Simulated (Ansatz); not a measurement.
# What a trial cell of Zn relaxes into

Method: Ansatz, DFT PBE, scalar-relativistic, plane waves, PAW. Cutoff 420 eV, Γ-centred k mesh, Gaussian smearing, no spin polarisation in the final step.

Zn was placed on the samarium (9R) structure type (R-3m, No. 166), at a guessed volume.

```
CELL_PARAMETERS angstrom
1.46719 0.84708 7.09082
-1.46719 0.84708 7.09082
0.00000 -1.69416 7.09082
ATOMIC_POSITIONS crystal
Zn 0.00000 0.00000 0.00000
Zn 0.22222 0.22222 0.22222
Zn 0.77778 0.77778 0.77778
```

Cell and atoms relax at zero pressure; the relaxation can't lower the symmetry of the start. After a coarse first stage the cell is made exact in the group found at 0.06 Å.

(1) Describe the relaxed structure.

(2) What are its volume, density and gap?

## Answers

(1) It keeps R-3m (No. 166). The result has the samarium (9R) structure. Conventional cell: a = 2.632 Å, c = 23.060 Å. Around Zn on Wyckoff site a (1 atom of the primitive cell) lie 6 Zn at 2.63 Å and 6 Zn at 2.99 Å; around Zn on Wyckoff site c (2 atoms of the primitive cell) lie 6 Zn at 2.63 Å and 6 Zn at 2.96–2.99 Å.

```
Zn
1.0
     1.31592    0.75974    7.68664
    -1.31592    0.75974    7.68664
     0.00000   -1.51949    7.68664
Zn
3
Direct
  0.00000 0.00000 0.00000
  0.22179 0.22179 0.22179
  0.77821 0.77821 0.77821
```

(2) The volume per atom is 15.37 Å³, the density is 7.06 g/cm³ and the gap on the 18×18×18 mesh is 0 eV (a metal).

The final run used a 18×18×18 mesh on its 3-atom cell and 0.10 eV smearing. A structure relaxed within its symmetry needn't be a true minimum.